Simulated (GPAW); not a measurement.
Runs of GPAW 26.7.0 on Sc. The structure is hexagonal, space group P6_3/mmc (No. 194). Conventional cell: a = 3.309 Å, b = 3.309 Å, c = 5.273 Å, α = 90.00°, β = 90.00°, γ = 120.00°. Sc (site symmetry -6m2) has 12 Sc at 3.26 to 3.31 Å as nearest neighbours. 

```csv
task,level,potentials or basis,U,cell,k mesh,cutoff (eV),smearing,optimizer,fmax,max steps,hybrids on these orbitals,band path,mesh quality,gap on the mesh (eV),pressure (GPa),relaxed volume (Å³/atom)
relaxation of cell and atoms,PBEsol+D3(BJ),"PAW data sets generated in the run's folder for this functional, pw",-,relaxed,7 × 7 × 4,600,fermi-dirac 0.05 eV,BFGS,0.02 eV/Å,40,-,-,not flagged,none,0.0,22.46
one-shot levels on a semilocal density,LDA,"the program's PAW data sets (release 1.2.1) made for this functional, pw",-,as given,6 × 6 × 3,500,fermi-dirac 0.05 eV,-,-,-,"["HSE06", "B3LYP", "HSE03"]",-,coarse,none,-5.5,-
relaxation of cell and atoms,r2SCAN,"GPAW PAW data sets (gpaw-data 1.2.1), pw",-,relaxed,7 × 7 × 4,600,fermi-dirac 0.05 eV,BFGS,0.02 eV/Å,40,-,-,not flagged,none,0.0,(a)
band structure,SOGGA,"PAW data sets generated in the run's folder for this functional, pw",-,as given,7 × 7 × 4,600,fermi-dirac 0.05 eV,-,-,-,-,"GMKGALHA,LM,KH",not flagged,-,-3.1,-
band structure,PBE+U,"GPAW PAW data sets (gpaw-data 1.2.1), pw",Sc d U = 4.5 eV,as given,7 × 7 × 4,600,fermi-dirac 0.05 eV,-,-,-,-,"GMKGALHA,LM,KH",not flagged,-,(b),-
band structure,LDA,"PAW data sets generated in the run's folder for this functional, pw",-,as given,7 × 7 × 4,600,fermi-dirac 0.05 eV,-,-,-,-,"GMKGALHA,LM,KH",not flagged,-,-5.4,-
band structure,M06-L,"GPAW PAW data sets (gpaw-data 1.2.1), pw",-,as given,7 × 7 × 4,600,fermi-dirac 0.05 eV,-,-,-,-,"GMKGALHA,LM,KH",not flagged,-,-1.2,-
band structure,PBEsol+U,"PAW data sets generated in the run's folder for this functional, pw",Sc d U = 4.3 eV,as given,9 × 9 × 5,600,fermi-dirac 0.05 eV,-,-,-,-,"GMKGALHA,LM,KH",not flagged,-,3.9,-
single point,RPBE,"the program's PAW data sets (release 1.2.1) made for this functional, pw",-,as given,9 × 9 × 5,600,gaussian 0.05 eV,-,-,-,-,-,not flagged,none,(c),-
relaxation of cell and atoms,OLYP,"PAW data sets generated in the run's folder for this functional, pw",-,relaxed,7 × 7 × 4,600,fermi-dirac 0.05 eV,BFGS,0.02 eV/Å,60,-,-,not flagged,none,0.0,25.07
band structure,rSCAN,"GPAW PAW data sets (gpaw-data 1.2.1), pw",-,as given,7 × 7 × 4,600,fermi-dirac 0.05 eV,-,-,-,-,"GMKGALHA,LM,KH",not flagged,-,(d),-
```

Alike in all rows: no spin polarisation.

**Question.** Estimate the missing entries.

**Answer.** (a) 24.89; (b) 6.4; (c) 1.2; (d) -0.4.

Caveats: some runs use coarse meshes; later steps reuse the first step's grids (some runs); the PAW data sets were made with another functional, which shifts forces and pressure a little (some runs); U without spin polarisation on a metal has little footing (some runs); the U is typed as a test and isn't derived for this compound (some runs); the volume moved by -10 % from the deposited cell, more than functionals usually miss (some runs); pairwise dispersion overbinds metals, which lowers pressure and volume (some runs); the cutoff is short for stress and forces, so pressures can be off by a GPa or more (some runs).

A k mesh can miss the band edges.

A gap of «none» marks a metal or a gap under the smearing width.

Not every run made on this cell is shown here.
